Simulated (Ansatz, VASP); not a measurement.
# C in VASP and in Ansatz

INCAR

```
PREC = Accurate
ENCUT = 520
EDIFF = 1E-7
ISMEAR = -1
SIGMA = 0.02
LREAL = F
LASPH = T
NELM = 100
ALGO = Normal
ISIF = 2
LWAVE = F
LCHARG = F
GGA = PE
NBANDS = 11
```

File KPOINTS:

```
regular mesh
0
Gamma
  12 12 12
```

Contents of POSCAR:

```
C
1.0
    0.0000000000      1.7801241423      1.7801241423
    1.7801241423      0.0000000000      1.7801241423
    1.7801241423      1.7801241423      0.0000000000
C
2
Direct
    0.0000000000      0.0000000000      0.0000000000
    0.2500000000      0.2500000000      0.2500000000
```

Input for Ansatz:

```yaml
crystal:
  lattice:
    - [0.0, 1.7801241423, 1.7801241423]
    - [1.7801241423, 0.0, 1.7801241423]
    - [1.7801241423, 1.7801241423, 0.0]
  atoms:
    - { symbol: C, position: [0.0, 0.0, 0.0] }
    - { symbol: C, position: [0.25, 0.25, 0.25] }
kpoints:
  mp_grid: { grid: [12, 12, 12] }
  band_path:
    path:
      - [0.0, 0.0, 0.0]
      - [0.5, 0.0, 0.5]
      - [0.625, 0.25, 0.625]
      - [0.375, 0.375, 0.75]
      - [0.5, 0.5, 0.5]
      - [0.5, 0.25, 0.75]
      - [0.35, 0.0, 0.35]
    npoints: 1
hamiltonian:
  xc: pbe
scf:
  occupations: { method: fermi_dirac, width: 0.02 }
  n_extra_bands: 4
output:
  forces: true
  stress: true
  eigenvalues: true
```

The cell was built by a generator and needn't be a form met in nature.

Alike in both runs: task single point; functional PBE; k mesh 12 × 12 × 12; occupations fermi-dirac, width 0.02 eV; no spin polarisation.

|  | VASP | Ansatz |
| --- | --- | --- |
| version | VASP 6.6.1 | Ansatz 0.2.0 |
| potentials or method | VASP PAW PBE potentials, release 64 (C) | plane waves, PAW |
| plane-wave cutoff (eV) | 520 | 420 |
| valence electrons in the cell | 8 | 8 |

```tsv
	VASP	Ansatz	Ansatz less VASP
gap on the k mesh at the Fermi level (eV)	4.17	4.17	+0.007
pressure (GPa)	4.9	4.2	-0.70
```

The functional is the same, so the differences come from potentials, cutoffs and numerics.
